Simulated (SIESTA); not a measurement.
ZnS (Wurtzite-2H) under changes of volume

One of the cells (19.995 Å³/atom); the others are scaled copies at fixed shape and fractional positions:

```xyz
4
Lattice="3.8362 0.0000 0.0000 -1.9181 3.3223 0.0000 0.0000 0.0000 6.2753" Properties=species:S:1:pos:R:3 pbc="T T T"
Zn    1.9181    1.1074    3.1376
Zn    0.0000    2.2149    0.0000
S     1.9181    1.1074    5.5536
S     0.0000    2.2149    2.4160
```

- Program: SIESTA 5.4.2
- Functional: PBE
- Potentials or basis: PseudoDojo 0.4 standard (PBE files)
- Basis: DZP (energy shift 0.003 Ry; two zetas on semicore shells)
- Grid cutoff: 800 Ry
- Energy shift: 0.003 Ry
- k mesh: 8 × 8 × 5
- Occupations: fermi-dirac, width 0.05 eV
- Spin: no spin polarisation

```tsv
volume (Å³/atom)	energy over the lowest point (meV/atom)	pressure (GPa)	gap on the mesh (eV)	largest force (eV/Å)
18.427	49.39	8.7	3.00	0.429
18.819	30.38	6.8	2.87	0.404
19.211	?	?	?	?
19.995	1.60	1.4	2.50	0.324
20.387	0.00	0.0	2.38	0.306
20.779	1.46	-1.2	2.27	0.293
```

Question: What does the run at 19.211 Å³/atom give?

Answer: Energy over the lowest point 16.44 meV/atom; pressure 4.6 GPa; gap on the mesh 2.74 eV; largest force 0.385 eV/Å.

Worked out: A Birch-Murnaghan fit of order 3 (a polynomial in V^(-2/3)) to the other rows has its minimum at 20.39 Å³/atom with B0 = V·E''(V) = 69 GPa and B' = 4.7 at fixed shape and positions, which overstates the stiffness. It gives 16.41 meV/atom at 19.211 Å³/atom, against the run's 16.44, and -dE/dV = 4.7 GPa, against 4.6. A straight line through the other rows of the gap, of slope -6.09 eV per unit of ln V (its deformation potential), gives 2.74 eV, against the run's 2.74.

Energies are extrapolated to zero smearing.

Caveats: short orbitals over semicore shells can move pressures by several GPa; the valence orbitals were made in a potential fitted to the semicore shell under them, which widens gaps by tenths of an eV or more; an odd mesh through Γ misses points on the zone boundary, where band edges often lie; the basis of atomic orbitals isn't converged, which shifts pressures, moduli and gaps.
